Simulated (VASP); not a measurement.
# BN (P4_2/mnm) in VASP: equation of state

How stiff is BN in PBE, and what volume does it want? The cell is scaled to several volumes.

Program: VASP 6.6.1. These are calculated values, not measurements. Logs are shortened: lines on timing, memory, paths and dates and some standing lists are left out, and cuts for length are marked.

## Step 1: The crystal as given

Symmetry: P4_2/mnm, No. 136, tetragonal system. The conventional cell has a = 4.424 Å, b = 4.424 Å, c = 2.550 Å, α = 90.00°, β = 90.00°, γ = 90.00°. N (site symmetry m2m) has 4 B at 1.54 to 1.60 Å as nearest neighbours. B (site symmetry m2m) is surrounded by 4 N at 1.54 to 1.60 Å.

Measurements of this composition are mostly on another form, of space group No. 194.

## Step 2: Equation of state, PBE, 5.87 Å³/atom (volume scaled by 0.94)

Input file INCAR:

```
SYSTEM = BN
  PREC = Accurate
  ENCUT = 520
  EDIFF = 1E-7
  ISMEAR = -1
  SIGMA = 0.05
  LREAL = .FALSE.
  LASPH = .TRUE.
  NELM = 60
  ALGO = Normal
  ISIF = 2
  LWAVE = .FALSE.
  LCHARG = .FALSE.
  GGA = PE
  NBANDS = 26
```

Input file KPOINTS:

```
regular mesh
0
G
  6 6 10
  0 0 0
```

Input file POSCAR:

```
BN
1.0
    4.3339073927      0.0000000000      0.0000000000
    0.0000000000      4.3339073927      0.0000000000
    0.0000000000      0.0000000000      2.4982933099
N B
4 4
Direct
    0.1873990000      0.1873990000      0.5000000000
    0.6873990000      0.3126010000      0.0000000000
    0.3126010000      0.6873990000      0.0000000000
    0.8126010000      0.8126010000      0.5000000000
    0.8257170000      0.1742830000      0.5000000000
    0.6742830000      0.6742830000      0.0000000000
    0.3257170000      0.3257170000      0.0000000000
    0.1742830000      0.8257170000      0.5000000000
```

Potentials or basis: VASP PAW PBE potentials, release 64 (N, B).

Command:

```console
> cat potpaw_PBE.64/N/POTCAR potpaw_PBE.64/B/POTCAR > POTCAR
> mpirun -np 1 vasp_std > vasp.out
```

OUTCAR:

```text
SYSTEM = BN
   PREC = Accurate
   ENCUT = 520
   EDIFF = 1E-7
   ISMEAR = -1
   LREAL = .FALSE.
   LASPH = .TRUE.
   NELM = 60
   ISIF = 2
   GGA = PE

 Found     60 irreducible k-points:

 Following reciprocal coordinates:
            Coordinates               Weight
  0.000000  0.000000  0.000000      1.000000
  0.166667  0.000000  0.000000      4.000000
  0.333333  0.000000  0.000000      4.000000
  0.500000  0.000000  0.000000      2.000000
  0.166667  0.166667  0.000000      4.000000
  0.333333  0.166667  0.000000      8.000000
   k-points           NKPTS =     60   k-points in BZ     NKDIM =     60   number of bands    NBANDS=     26
   number of dos      NEDOS =    301   number of ions     NIONS =      8
   total plane-waves  NPLWV =  20480
   dimension x,y,z NGX =    32 NGY =   32 NGZ =   20
   dimension x,y,z NGXF=    64 NGYF=   64 NGZF=   40
   ions per type =               4   4
   NGX,Y,Z   is equivalent  to a cutoff of  12.27, 12.27, 13.31 a.u.
   NGXF,Y,Z  is equivalent  to a cutoff of  24.55, 24.55, 26.62 a.u.
 SYSTEM =  BN
   PREC   = accura    normal or accurate (medium, high low for compatibility)
   ISTART =      0    job   : 0-new  1-cont  2-samecut
   ICHARG =      2    charge: 1-file 2-atom 10-const
   ISPIN  =      1    spin polarized calculation?
   LNONCOLLINEAR =      F non collinear calculations
   LSORBIT =      F    spin-orbit coupling
   LASPH  =      T    aspherical Exc in radial PAW
   ENCUT  =  520.0 eV  38.22 Ry    6.18 a.u.   8.06  8.06  4.65*2*pi/ulx,y,z
   NELM   =     60;   NELMIN=  2; NELMDL= -5     # of ELM steps
   EDIFF  = 0.1E-06   stopping-criterion for ELM
   LREAL  =      F    real-space projection
   EDIFFG = 0.1E-05   stopping-criterion for IOM
   NSW    =      0    number of steps for IOM
   IBRION =     -1    ionic relax: 0-MD 1-quasi-New 2-CG
   NFREE  =      0    steps in history (QN), initial steepest desc. (CG)
   ISIF   =      2    stress and relaxation
   ISYM   =      2    0-nonsym 1-usesym 2-fastsym
   POTIM  = 0.5000    time-step for ionic-motion
   TEBEG  =    0.0;   TEEND  =   0.0 temperature during run
   PSTRESS=    0.0 pullay stress
   NELECT =      32.0000    total number of electrons
   NUPDOWN=      -1.0000    fix difference up-down
   EMIN   =  10.00;   EMAX   =-10.00  energy-range for DOS
   EFERMI =   0.00;   METHOD = LEGACY
   ISMEAR =    -1;   SIGMA  =   0.05  broadening in eV -4-tet -1-fermi 0-gaus
   EFERMI_NEDOS =   21; number of points for ismear=-14 and -15
   IALGO  =     38    algorithm
   IMIX   =      4    mixing-type and parameters
     AMIX     =   0.40;   BMIX     =  1.00
     AMIX_MAG =   1.60;   BMIX_MAG =  1.00
  volume/ion in A,a.u.               =       5.87        39.58
  Fermi-wavevector in a.u.,A,eV,Ry     =   1.440978  2.723053 28.251365  2.076417
  Thomas-Fermi vector in A             =   2.559661
   LORBIT       =      0    0 simple, 1 ext, 2 COOP (PROOUT), +10 PAW based schemes
   GGA     = PE    functional components
   LHFCALC =     F    Hartree Fock is set to
   AEXX    =    0.0000 exact exchange contribution
   IVDW    =     0    specifies the selected vdW correction
   LEPSILON=     F    determine dielectric tensor
   LRPA    =     F    only Hartree local field effects (RPA)
 non-spin polarized calculation
  energy-cutoff  :      520.00
  volume of cell :       46.92
 maximum number of plane-waves:      1281
   NGX = 17   NGY = 17   NGZ =  9

 number of electron      32.0000004 magnetization

 Free energy of the ion-electron system (eV)
  ---------------------------------------------------
  ext. energy  EPLUGINS =         0.00000000
  ---------------------------------------------------
  free energy    TOTEN  =       -68.76745493 eV

  energy without entropy =      -68.76745493  energy(sigma->0) =      -68.76745493

 E-fermi :   8.5419     XC(G=0): -12.7469

 val. band max:        7.5588264323   @ k =   0.0000   0.0000   0.0000
 cond. band min:      12.3147825945   @ k =   0.0000   0.0000   0.3000
 fundamental gap:      4.7559561622
 Fermi energy:         8.5419160410

 k-point     1 :       0.0000    0.0000    0.0000
  band No.  band energies     occupation
      1     -13.1380      2.00000
      2      -8.8685      2.00000
      3      -8.8685      2.00000
      4      -8.6785      2.00000
      5      -2.5514      2.00000
      6      -2.1614      2.00000
      7       0.0232      2.00000
      8       0.0232      2.00000
      9       1.6455      2.00000
     10       2.4180      2.00000
     11       5.1524      2.00000
     12       5.1524      2.00000
     13       7.1286      2.00000
     14       7.2947      2.00000
     15       7.5588      2.00000
     16       7.5588      2.00000
     17      14.9752      0.00000
     18      15.2987      0.00000
     19      16.3230      0.00000
     20      16.3230      0.00000
     21      16.4514      0.00000
     22      17.2525      0.00000
     23      18.5190      0.00000
     24      18.5190      0.00000
     25      18.6422      0.00000
     26      20.8934      0.00000

 k-point     2 :       0.1667    0.0000    0.0000
  band No.  band energies     occupation
      1     -12.9876      2.00000
      2      -9.7945      2.00000
      3      -8.7725      2.00000
      4      -8.0993      2.00000
      5      -2.8055      2.00000
      6      -1.6699      2.00000
      7      -0.7465      2.00000
      8       0.7710      2.00000
      9       2.3682      2.00000
     10       2.5539      2.00000
     11       4.8876      2.00000
     12       5.2669      2.00000
     13       6.5421      2.00000
     14       6.9838      2.00000
     15       7.2602      2.00000
     16       7.3855      2.00000
     17      15.0901      0.00000
     18      15.3774      0.00000
     19      15.6680      0.00000
     20      16.3114      0.00000
     21      17.1100      0.00000
     22      17.2521      0.00000
     23      18.4052      0.00000
     24      18.8875      0.00000
     25      19.2415      0.00000
     26      20.4494      0.00000

 k-point     3 :       0.3333    0.0000    0.0000
  band No.  band energies     occupation
      1     -12.5418      2.00000
      2     -10.8724      2.00000
      3      -8.5093      2.00000
      4      -7.9427      2.00000
      5      -2.9849      2.00000
      6      -1.8240      2.00000
      7      -0.2792      2.00000
      8       2.3208      2.00000
      9       2.8282      2.00000
     10       2.9472      2.00000
     11       4.2600      2.00000
     12       5.3252      2.00000
     13       5.5922      2.00000
     14       6.3054      2.00000
     15       6.5862      2.00000
     16       6.8887      2.00000
     17      15.3378      0.00000
     18      15.4161      0.00000
     19      16.3422      0.00000
     20      16.6500      0.00000
     21      16.6927      0.00000
     22      17.0425      0.00000
     23      17.8327      0.00000
     24      19.3435      0.00000
     25      19.4859      0.00000
     26      19.9380      0.00000

 k-point     4 :       0.5000    0.0000    0.0000
  band No.  band energies     occupation
      1     -11.8213      2.00000
      2     -11.8213      2.00000
      3      -8.1683      2.00000
      4      -8.1683      2.00000
      5      -2.6354      2.00000
      6      -2.6354      2.00000
      7       1.5333      2.00000
      8       1.5333      2.00000
      9       3.5498      2.00000
     10       3.5498      2.00000
     11       4.0476      2.00000
     12       4.0476      2.00000
     13       6.0692      2.00000
     14       6.0692      2.00000
     15       6.2251      2.00000
     16       6.2251      2.00000
     17      15.7876      0.00000
     18      15.7876      0.00000
     19      16.3530      0.00000
     20      16.3530      0.00000
     21      16.9371      0.00000
     22      16.9371      0.00000
     23      17.9708      0.00000
     24      17.9708      0.00000
     25      19.4865      0.00000
     26      19.4865      0.00000

 k-point     5 :       0.1667    0.1667    0.0000
  band No.  band energies     occupation
      1     -12.8388      2.00000
      2      -9.9767      2.00000
      3      -9.1364      2.00000
      4      -7.9075      2.00000
      5      -2.8090      2.00000
      6      -1.4057      2.00000
      7      -0.2489      2.00000
      8       0.3851      2.00000
      9       2.6884      2.00000
     10       3.0316      2.00000
     11       4.9096      2.00000
     12       5.1057      2.00000
     13       6.2073      2.00000
     14       6.4494      2.00000
     15       6.8243      2.00000
     16       7.3613      2.00000
     17      14.7598      0.00000
     18      15.2057      0.00000
     19      16.0443      0.00000
     20      16.6153      0.00000
     21      17.1125      0.00000
     22      17.1340      0.00000
     23      18.7523      0.00000
     24      19.0249      0.00000
     25      19.4408      0.00000
     26      20.7562      0.00000

 k-point     6 :       0.3333    0.1667    0.0000
  band No.  band energies     occupation
      1     -12.3995      2.00000
      2     -10.7978      2.00000
      3      -9.0088      2.00000
      4      -8.0838      2.00000
      5      -2.6245      2.00000
      6      -1.2209      2.00000
      7      -0.0307      2.00000
      8       1.6367      2.00000
      9       3.0773      2.00000
     10       3.5040      2.00000
     11       4.3639      2.00000
     12       5.0585      2.00000
     13       5.3732      2.00000
     14       5.6349      2.00000
     15       6.3993      2.00000
     16       6.7606      2.00000
     17      14.6767      0.00000
     18      15.5191      0.00000
     19      16.4002      0.00000
     20      16.5729      0.00000
     21      17.0409      0.00000
     22      17.1425      0.00000
     23      18.3942      0.00000
     24      19.2935      0.00000
     25      19.7468      0.00000
     26      20.0454      0.00000

 [... further k-points ...]

------------------------ aborting loop because EDIFF is reached ----------------------------------------

  FORCE on cell =-STRESS in cart. coord.  units (eV):
  Direction    XX          YY          ZZ          XY          YZ          ZX
  --------------------------------------------------------------------------------------
  -------------------------------------------------------------------------------------
  Total        6.8507477      6.8507477      7.7637169      0.0000000      0.0000000      0.0000000
  in kB      233.9084325    233.9084325    265.0803865      0.0000000      0.0000000      0.0000000
  external PRESSURE =     244.2990839 kB  Pullay stress =       0.0000000 kB

 VOLUME and BASIS-vectors are now :
 -----------------------------------------------------------------------------
  energy-cutoff  :      520.00
  volume of cell :       46.92
      direct lattice vectors                 reciprocal lattice vectors
     4.333907393  0.000000000  0.000000000     0.230738664  0.000000000  0.000000000
     0.000000000  4.333907393  0.000000000     0.000000000  0.230738664  0.000000000
     0.000000000  0.000000000  2.498293310     0.000000000  0.000000000  0.400273257

 POSITION                                       TOTAL-FORCE (eV/Angst)
 -----------------------------------------------------------------------------------
      0.81217      0.81217      1.24915         0.091382      0.091382      0.000000
      2.97912      1.35478      0.00000         0.091382     -0.091382      0.000000
      1.35478      2.97912      0.00000        -0.091382      0.091382      0.000000
      3.52174      3.52174      1.24915        -0.091382     -0.091382     -0.000000
      3.57858      0.75533      1.24915         0.030568     -0.030568     -0.000000
      2.92228      2.92228      0.00000        -0.030568     -0.030568     -0.000000
      1.41163      1.41163      0.00000         0.030568      0.030568      0.000000
      0.75533      3.57858      1.24915        -0.030568      0.030568      0.000000
 -----------------------------------------------------------------------------------
    total drift:                                0.000000      0.000000     -0.000000

  FREE ENERGIE OF THE ION-ELECTRON SYSTEM (eV)
  ---------------------------------------------------
  free  energy   TOTEN  =       -68.7674549253 eV

  energy  without entropy=      -68.7674549253  energy(sigma->0) =      -68.76745493
```

It took 36 s on 1 thread of AMD EPYC 9R45 (Zen 5), shared host; peak memory 0.15 GiB.

Results:

```
Free energy            : -68.7675 eV
Pressure               : 24.4 GPa
Largest force          : 0.129 eV/Å
Band gap on the k mesh : 4.76 eV, indirect (least direct gap 5.92 eV)
```

[end of part 1 of 2]
